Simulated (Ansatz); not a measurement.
GaP:

```
Ga P
1.0
     0.00000    2.72525    2.72525
     2.72525    0.00000    2.72525
     2.72525    2.72525    0.00000
Ga P
1 1
Direct
  0.00000 0.00000 0.00000
  0.75000 0.75000 0.75000
```

```yaml
Program: Ansatz 0.2.0
Task: relaxation of cell and atoms
Functional: revPBE
Potentials_or_basis: Ansatz PAW
Cutoff: "420 eV (not typed: the program's choice for these potentials)"
k_mesh: 8 × 8 × 8
Occupations: fermi-dirac, width 0.05 eV
Spin: no spin polarisation
```

At the start: volume 20.24 Å³/atom.

Problem. How do energy, volume and symmetry change on relaxing?

Solution. It ends after 5 steps and the volume is 21.27 Å³/atom (+5.1 %); space group F-43m (No. 216, to 0.05 Å).

The path:
```
step  energy change (eV)  largest force (eV/Å)  volume (Å³)
   1              0.0000                0.0000        40.48
   2             -0.0219                0.0000        41.86
   3             -0.0243                0.0000        42.48
   4             -0.0243                0.0000        42.54
   5             -0.0248                0.0000        42.54
```

Final structure:
```
Ga P
1.0
     0.00000    2.77066    2.77066
     2.77066    0.00000    2.77066
     2.77066    2.77066    0.00000
Ga P
1 1
Direct
  0.00000 0.00000 0.00000
  0.75000 0.75000 0.75000
```

Caveat: the plane-wave basis is chosen anew once the cell has moved, so the energies of steps on either side of that aren't comparable; the PAW data sets come from PBE, with cores solved anew for the run's functional, which leaves a small shift of forces and pressure.
